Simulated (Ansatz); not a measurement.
**GaN: one input, then a changed one**

The cell is a database entry far from equilibrium at this level of theory, probably a faulty or high-pressure entry; it serves as a test geometry alone. The listed cell was then made from it by scaling, straining or moving an atom.

First run: DFT, PBE, all-electron LAPW, scalar-relativistic (Ansatz 0.2.0).

Command: `ansatz run input.yaml --threads 1 --pin off --max-ram 2048MiB --backend cpu --events-out ev --progress --plain --runs-dir out` The run took 39 s on 1 thread of AMD EPYC 7R43 64-Core Processor (Zen 3), on a shared host, peak memory 0.5 GiB.

```yaml
crystal:
  lattice:
    - [0.0, 1.9925, 1.9925]
    - [1.9925, 0.0, 1.9925]
    - [1.9925, 1.9925, 0.0]
  atoms:
    - { symbol: Ga, position: [0.5075282309, 0.5075282309, 0.4924717691] }
    - { symbol: "N", position: [0.0, 0.0, 0.0] }
kpoints:
  mp_grid: { grid: [13, 13, 13] }
scf:
  occupations: { method: fermi_dirac, width: 0.02 }
hamiltonian:
  xc: pbe
  pseudopotentials: { kind: all_electron, lapw: { basis_error: 0.001 } }
output:
  forces: true
  stress: true
  eigenvalues: true
```

Result: converged; pressure 69.3 GPa; largest force 0.283 eV/Å; gap on the k mesh 1.93 eV (the mesh can miss the band edges); 7 SCF iterations.

The input is then changed:

```diff
@@ -8,5 +8,5 @@
     - { symbol: "N", position: [0.0, 0.0, 0.0] }
 kpoints:
-  mp_grid: { grid: [13, 13, 13] }
+  mp_grid: { grid: [6, 6, 6], shift: [0.5, 0.5, 0.5] }
 scf:
   occupations: { method: fermi_dirac, width: 0.02 }
```

Question: Predict the outcome of the changed run.

Answer: It converged; energy at zero smearing 0.0 meV/atom from the first run; pressure 69.3 GPa; largest force 0.283 eV/Å; gap on the k mesh 2.50 eV (the mesh can miss the band edges); 7 SCF iterations. Some of these settings are too coarse for converged properties.

The results part of its log:

```
SCF 1 converged in 7 iterations: F = -54389.269256 eV  dr2 = 8.28e-9
SCF converged after 7 iterations
Free energy (F): -54389.269256 eV
Harris-Foulkes:  -54389.269256 eV  (|F-HF|=2.98e-10)
Internal energy: -54389.269256 eV  (E = F + TS)
E sigma→0 (E₀):  -54389.269256 eV
Fermi energy:    20.332379 eV
--- Per-component energies (eV) ---
  E_band       = -1256.073476
  E_kinetic    = 55445.014387
  E_xc         = -2253.683756
  E_electrostatic = -107580.599887  (all electrons and nuclei)
  E_smearing   = -0.000000  (= −TS)
  E_closure    = 0.000000  (closes the sum)
  E_atoms      = -54378.687074  (free atoms, spherical and without spin; not in F)
  Σ components = -54389.269256   (vs F -54389.269256, Δ=0.00e0)
  Basis errors (estimates in eV, not in F): energy 3.7e-4 per atom: plane waves 3.4e-4 (1.9e-4 summed), levels above the bands 0.0e0, relativity 3.2e-8, radial functions 3.1e-5, core shells 4.4e-10; eigenvalues (radial functions only) 1.2e-5; not estimated: angular momenta, meshes, grids; target (lapw.basis_error) 1.0e-3; muffin-tin radii N 0.862 Å, Ga 1.100 Å
--- Forces (eV/Å), atoms counted from 1 ---
  atom   1  Ga     0.00022577     0.00022577    -0.28316293
  atom   2  N     -0.00022594    -0.00022594     0.28314852
  max |Σ_I F_I| component: 1.44e-5 eV/Å
--- Stress (GPa, compression-positive) ---
       68.979516      -0.036115      -0.036040
       -0.036115      68.979516      -0.036040
       -0.036040      -0.036040      69.836157
  P = ⅓ Tr σ = 69.2651 GPa (692.651 kbar)
--- Band table (eV; the first three rows and the last of 63) ---
  k-point 0: bands = ["-355.7463", "-123.5863", "-74.3409", "-74.3389", "-74.3388", "0.0651", "4.9976", "5.0220", "5.0227", "5.1407", "5.1431", "17.6217", "18.4210", "18.4225", "24.1714", "32.7288", "34.5814", "34.5911"]
  k-point 1: bands = ["-355.7463", "-123.5861", "-74.3428", "-74.3404", "-74.3392", "0.8884", "4.9364", "4.9713", "4.9751", "5.1102", "5.2346", "15.2889", "17.6916", "18.9168", "25.8159", "30.3562", "31.7961", "32.7277"]
  k-point 2: bands = ["-355.7463", "-123.5857", "-74.3467", "-74.3417", "-74.3400", "2.6333", "4.7113", "4.7874", "4.9151", "5.2805", "5.4140", "11.6413", "17.7956", "19.0604", "25.6671", "29.1947", "30.1064", "31.0102"]
  k-point 62: bands = ["-355.7463", "-123.5856", "-74.3488", "-74.3419", "-74.3406", "3.2843", "4.6568", "4.8149", "5.0319", "5.3544", "6.0208", "10.4759", "16.3575", "18.3244", "25.8649", "27.7073", "30.6218", "31.6445"]
```
